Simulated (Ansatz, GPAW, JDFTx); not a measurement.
HfO2: 3 runs at one level of theory

```
Hf O
1.0
     0.00000    2.55750    2.55750
     2.55750    0.00000    2.55750
     2.55750    2.55750    0.00000
Hf O
1 2
Direct
  0.00000 0.00000 0.00000
  0.75000 0.75000 0.75000
  0.25000 0.25000 0.25000
```

Measurements of this composition are mostly on another form, of space group No. 14.

Alike in all runs: task single point; functional PBE; k mesh 9 × 9 × 9; occupations fermi-dirac, width 0.05 eV; no spin polarisation; no spin-orbit coupling. Pressure is positive in compression and, in plane waves, holds the error of the finite cutoff, which Ansatz's Pulay term estimates and takes out.

```tsv
program and potentials	plane-wave cutoff (eV)	notes	pressure (GPa)
Ansatz, Ansatz PAW	800	12.67 valence electrons an atom on average; Pulay term of +0.03 GPa included	-2.53
JDFTx, PseudoDojo-SR-PBE-0.5-standard	1143	8 valence electrons an atom on average	-4.90
GPAW, GPAW PAW data sets (gpaw-data 1.2.1)	800	8 valence electrons an atom on average	?
```

Question: Estimate from the other rows what the run with GPAW, GPAW PAW data sets (gpaw-data 1.2.1) gave.

Answer: Pressure -2.83 GPa. The other rows, which needn't bracket it: pressure -4.90 to -2.53.
